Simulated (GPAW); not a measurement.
Crystal: CoO.

```
Co O
1.0
     3.01094    1.73837    4.87985
    -1.50547    0.86918    2.43993
     0.00000   -1.73837    2.43993
Co O
2 2
Direct
  0.00000 0.00000 0.00000
  0.50000 0.00000 0.00000
  0.25000 0.50000 0.50000
  0.75000 0.50000 0.50000
```

The cell is a database's computed one.

Program: GPAW 26.7.0. Alike in all runs: task single point; level PBEsol; potentials or basis PAW data sets generated in the run's folder for this functional, pw; cell as given; k mesh 4 × 7 × 7; cutoff (eV) 800; smearing fermi-dirac 0.05 eV; the mesh is coarse, so values aren't converged.

**Question.** Order these runs on this cell by their pressure, lowest first.
A. spin collinear, antiferromagnetic start
B. spin collinear, ferromagnetic start
C. spin off

**Answer.** C (-26.5 GPa), A (-11.5 GPa), B (-8.3 GPa).

Caveats: all runs use coarse meshes.
